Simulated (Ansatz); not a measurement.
**Generalised stacking fault in Ti**

Theory: DFT PBEsol, scalar-relativistic, plane waves, PAW in Ansatz 0.2.0. The runs took a 420 eV cutoff, a Γ-centred 23×23×5 mesh and Gaussian smearing (0.15 eV). No spin polarisation. Energies are free energies at this smearing, counted from the undisturbed cell; pressure is positive in compression.

The starting cell (relaxed at this level; with this scan's settings it stands at 0.1 GPa; this fcc form isn't the usual structure):

```yaml
crystal:
  lattice:
    - [2.02792, -2.02792, 0.00000]
    - [2.02792, 0.00000, -2.02792]
    - [8.11168, 8.11168, 8.11168]
  atoms:
    - { symbol: Ti, position: [0.66667, 0.66667, 0.08332] }
    - { symbol: Ti, position: [0.00000, 0.00000, 0.91665] }
    - { symbol: Ti, position: [0.33333, 0.33333, 0.24998] }
    - { symbol: Ti, position: [0.66667, 0.66667, 0.58332] }
    - { symbol: Ti, position: [0.00000, 0.00000, 0.41665] }
    - { symbol: Ti, position: [0.33333, 0.33333, 0.74998] }
```

The cut lies on the cell's a–b face, a (1 1 1) plane (indices in the standard cell, whose axes needn't be the Cartesian ones shown) of area 7.12 Å², between layers 2.34 Å apart. Vector c is tilted by f times 1·a + 1·b (length 4.967 Å) with the atoms' Cartesian places fixed: one unrelaxed fault a cell. The cell is metallic on the mesh throughout.

| f | γ (mJ/m²) | shear traction, the slope of γ along the slip (GPa) |
| --- | --- | --- |
| 0.0000 | 0 | 0.0 |
| 0.1667 | 293 | 5.9 |
| 0.3333 | 749 | 0.0 |
| 0.5000 | 190 | -7.3 |